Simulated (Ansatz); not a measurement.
# PbS: the cost of one run

Method: DFT PBE, scalar-relativistic, plane waves, PAW, in Ansatz 0.2.0.

### 1 Starting point

It takes space group Fm-3m (No. 225, cubic). Conventional cell: a = 5.930 Å, b = 5.930 Å, c = 5.930 Å, α = 90.00°, β = 90.00°, γ = 90.00°. Around Pb (site symmetry m-3m) lie 6 S at 2.96 Å. S (site symmetry m-3m) has 6 Pb at 2.96 Å in its first shell of neighbours.

As a file:

```cif
data_structure
_symmetry_space_group_name_H-M 'P 1'
_symmetry_Int_Tables_number 1
_cell_length_a 4.1931
_cell_length_b 4.1931
_cell_length_c 4.1931
_cell_angle_alpha 60.000
_cell_angle_beta 60.000
_cell_angle_gamma 60.000
_cell_volume 52.13
loop_
_atom_site_label
_atom_site_type_symbol
_atom_site_fract_x
_atom_site_fract_y
_atom_site_fract_z
_atom_site_occupancy
Pb1 Pb 0.00000 0.00000 0.00000 1
S1 S 0.50000 0.50000 0.50000 1
```

The cell is taken as given, not relaxed at this level.

### 2 Zero of energy

The reference gives a free energy of -12809.5566 eV, pressure 2.28 GPa, largest force 0.000 eV/Å and gap on the mesh 0.35 eV. It was computed beforehand with the settings of the runs below.

### 3 Setting up biaxial against axial strain

The cell is strained by p along both x and y and by q along z, with fractional coordinates fixed.

### 4 At p = -0.050, q = -0.050

Contents of input.yaml:

```yaml
crystal:
  lattice:
    - [0.0, 2.81675, 2.81675]
    - [2.81675, 0.0, 2.81675]
    - [2.81675, 2.81675, 0.0]
  atoms:
    - { symbol: Pb, position: [0.0, 0.0, 0.0] }
    - { symbol: S, position: [0.5, 0.5, 0.5] }
basis:
  ecutwfc: 420
kpoints:
  mp_grid: { grid: [10, 10, 10] }
hamiltonian:
  xc: pbe
scf:
  occupations: { method: gaussian, width: 0.03 }
output:
  forces: true
  stress: true
  eigenvalues: true
```

Run with:

```bash
$ ansatz run input.yaml --threads 1 --pin off --max-ram 2560MiB --backend cpu --events-out ev --progress --plain --runs-dir out
```

Q: Estimate wall time and peak memory on 1 thread of Arm Neoverse V1, shared host.

About 2.6 s, with a peak of 0.31 GiB.
